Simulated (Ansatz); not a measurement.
Be

```yaml
crystal:
  lattice:
    - [2.26478, 0.00000, 0.00000]
    - [-1.13239, 1.96136, 0.00000]
    - [0.00000, 0.00000, 3.57410]
  atoms:
    - { symbol: Be, position: [0.33333, 0.66667, 0.75000] }
    - { symbol: Be, position: [0.66667, 0.33333, 0.25000] }
```

Atoms are numbered in the order listed.

Structure from Materials Project entry mp-87 (possibly hypothetical), not relaxed further.

Computed with DFT, PBEsol, all-electron LAPW, scalar-relativistic (Ansatz 0.2.0).

Numerical set-up: a Γ-centred 21×21×11 k mesh, Fermi–Dirac smearing of 0.05 eV, basis error target 0.5 meV/atom, no spin polarisation.

- Pressure at this cell: -1.68 GPa
- Band gap: none: bands cross the Fermi level, a metal
- Stress xx, yy, zz (compression positive): -1.58, -1.58, -1.90 GPa
- Density of states at the Fermi level (0.2 eV bin): 0.14 states/eV per cell
- Volume per atom: 53.6 bohr³
